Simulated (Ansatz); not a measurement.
# Ta4N5 under pressure: fit and missing row

Ta4N5, I4/m, a = 6.826 Å, c = 4.254 Å. The structure is a Materials Project entry; whether it is the stable form wasn't checked. Ansatz: PBEsol, PAW, 420 eV, Γ-centred 10×10×10 mesh on 9 atoms, Gaussian smearing 0.10 eV; no spin polarisation. Cell and atoms are relaxed at each pressure, and no other structure is tried, so the rows at high pressure may lie past a change of phase.

```tsv
V (Å³/atom)	P (GPa)
10.269	25.00
10.622	12.00
10.873	4.00
10.974	1.03
11.010	0.00
?	-1.04
```

**Question.** Take V0 = 11.010 Å³/atom, fit the third-order Birch–Murnaghan form to the other rows, and predict the missing volume.

**Answer.** With the Eulerian strain f = ½[(V0/V)^(2/3) − 1] and y = P/[3f(1 + 2f)^(5/2)], the form is the line y = B0 + 1.5 B0 (B0′ − 4) f. Rows (f, y): 0.02377, 312.1; 0.01210, 311.4; 0.00419, 311.6; 0.00109, 313.3. Means f = 0.01029, y = 312.10; Σ(Δf)² = 0.0003068, ΣΔfΔy = -0.009257; the slope is their ratio. y = 312.4 − 30.17 f GPa, so B0 = 312.4 GPa and B0′ = 4 + 2 × (-30.17)/(3 × 312.4) = 3.94. P = -1.04 GPa is met at f = -0.00112 (y = 312.43), so V = V0 (1 + 2f)^(−3/2) = 11.047 Å³/atom. The run gave 11.047 Å³/atom, the same to the digits shown. With a term in f² added B0′ becomes 3.34, so this figure hangs on the form.

The cell has an odd number of electrons and ran without spin polarisation, so a magnetic or disproportionated state may lie lower. Spin–orbit coupling is left out, which can shift energies with elements as heavy as these.